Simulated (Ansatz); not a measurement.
Choice of functional: Ti

```
CELL_PARAMETERS angstrom
2.95000 0.00000 0.00000
-1.47500 2.55477 0.00000
0.00000 0.00000 4.68600
ATOMIC_POSITIONS crystal
Ti 0.33333 0.66667 0.25000
Ti 0.66667 0.33333 0.75000
```

Atoms are numbered in the order listed.

Conventional cell: a = 2.950 Å, b = 2.950 Å, c = 4.686 Å, α = 90.00°, β = 90.00°, γ = 120.00°. Around Ti (atom 1) lie 12 Ti at 2.90 to 2.95 Å.

The cell is COD entry 9008517, as deposited and not checked against the literature; nothing was relaxed.

One fixed cell is solved with several functionals by PAW (frozen-core files) in Ansatz 0.2.0, scalar-relativistically. A positive pressure means that the functional wants a larger cell.

The PAW files were made with PBE; their cores are remade for each functional.

Sampling and basis: a Γ-centred 13×13×7 k mesh, Fermi–Dirac smearing of 0.08 eV, cutoff 420 eV, no spin polarisation.

Cutoffs: PBE 420 eV, LDA 420 eV, PBEsol 420 eV, r²SCAN 500 eV.

Question: Order the settings by the pressure that they give at this fixed cell, lowest first.
A. PBEsol
B. LDA
C. r²SCAN
D. PBE

Answer: B (-9.85 GPa), A (-5.80 GPa), C (-2.21 GPa), D (-1.57 GPa).

```
setting  P (GPa)  lowest level at Γ above −25 eV, from the valence-band top or, without a gap, the Fermi level (eV)
    PBE    -1.57                                                                                              -6.14
    LDA    -9.85                                                                                              -6.07
 PBEsol    -5.80                                                                                              -6.14
 r²SCAN    -2.21                                                                                              -6.60
```
